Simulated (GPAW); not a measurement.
The system is ZnO (zincite).

```xyz
4
Lattice="3.2493 0.0000 0.0000 -1.6247 2.8140 0.0000 0.0000 0.0000 5.2057" Properties=species:S:1:pos:R:3 pbc="T T T"
Zn    1.6247    0.9380    0.0000
Zn    0.0000    1.8760    2.6029
O     0.0000    1.8760    4.5759
O     1.6247    0.9380    1.9730
```

Program: GPAW 26.7.0. Alike in all runs: no spin polarisation; cell as given; k mesh 6 × 6 × 3; cutoff (eV) 800; smearing fermi-dirac 0.05 eV.

**Question.** Order these runs on this cell by their band gap on the k mesh, lowest first.
A. level TPSS; potentials or basis GPAW PAW data sets (gpaw-data 1.2.1), pw; band path GMKGALHA,LM,KH; band points 60; eigensolver davidson
B. level revPBE; potentials or basis the program's PAW data sets (release 1.2.1) made for this functional, pw; band path GMKGALHA,LM,KH; band points 80
C. level TB-mBJ; potentials or basis GPAW PAW data sets for LDA (gpaw-data 1.2.1), pw
D. level r2SCAN; potentials or basis GPAW PAW data sets (gpaw-data 1.2.1), pw; band path GMKGALHA,LM,KH; band points 80

**Answer.** A (0.70 eV), B (0.87 eV), D (1.24 eV), C (2.54 eV).

Caveats: a model potential gives levels but no total energy (some runs).

Runs at the PBE level aren't shown here.
